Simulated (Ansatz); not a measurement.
Sr: stationary points along a deformation path

Level of theory: Ansatz 0.2.0, DFT PBE, scalar-relativistic, plane waves, PAW. The runs took a 420 eV cutoff, a Γ-centred 16×16×16 mesh and Gaussian smearing (0.15 eV). No spin polarisation. Energies are free energies at this smearing, counted from the undisturbed cell; pressure is positive in compression.

Reference structure (as given, not relaxed at this level; it stands at -0.3 GPa):

```yaml
crystal:
  lattice:
    - [0.00000, 3.04235, 3.04235]
    - [3.04235, 0.00000, 3.04235]
    - [3.04235, 3.04235, 0.00000]
  atoms:
    - { symbol: Sr, position: [0.00000, 0.00000, 0.00000] }
```

At fixed volume and fractional coordinates, lengths along (0.000, 0.000, 1.000) are scaled against those across it; ρ is that ratio over its starting value. V = 56.319 Å³/atom. Δσ is the stress along the axis less the mean stress across it (compression positive).

```csv
ρ,ΔE (meV/atom),Δσ (GPa),space group
0.650,11.3,0.29,I4/mmm
0.707,9.1,0.00,Im-3m
0.780,9.3,0.03,I4/mmm
0.850,7.0,0.20,I4/mmm
0.920,2.8,0.23,I4/mmm
0.960,0.8,0.15,I4/mmm
1.000,0.0,0.00,Fm-3m
1.050,1.6,-0.31,I4/mmm
1.100,7.3,-0.75,I4/mmm
1.200,33.7,-1.87,I4/mmm
1.300,78.6,-2.97,I4/mmm
1.414,152.3,-4.54,I4/mmm
1.500,223.1,-5.70,I4/mmm
```

How does the stress give the slope of the energy, and where is the energy stationary?

Along the path d ln(length) is 2/3 d ln ρ on the axis and −1/3 d ln ρ across it, so dE/d ln ρ = −(2/3) V Δσ: the energy falls with ρ where Δσ is positive. Δσ vanishes or changes sign at ρ = 0.707 (Im-3m), a stationary point at 9.1 meV/atom; at ρ = 1.000 (Fm-3m), a minimum at 0.0 meV/atom. Pairs of stationary points between two samples would go unseen, and could change a minimum read from distant neighbours into a maximum. At ρ = 0.707, 1.000 the cell is cubic, where symmetry alone makes the stress isotropic and the slope zero.

Which shear constant sets the curvature at ρ = 1?

For a cubic crystal E/V = (2/3) C (ln ρ)² with C = C′ = (C11 − C12)/2, so Δσ = −2C ln ρ. The parabola of Δσ against ln ρ through ρ = 0.960, 1 and 1.050 gives C ≈ 2.5 GPa with the ions clamped, rough because the steps are large.

Integrate that slope from ρ = 1 to 0.850 by the trapezoid rule.

With V/N in Å³ and 1 eV/Å³ = 160.2 GPa the slopes at ρ = 1.000, 0.960, 0.920, 0.850 are 0, -36, -53, -46 meV/atom per unit of ln ρ. The steps add 0.7 + 1.9 + 3.9 = 6.6 meV/atom, against 7.0 from the energies; the trapezoid rule misses the curvature of the slope within each step.

In a metal these slopes depend on the k mesh and the smearing.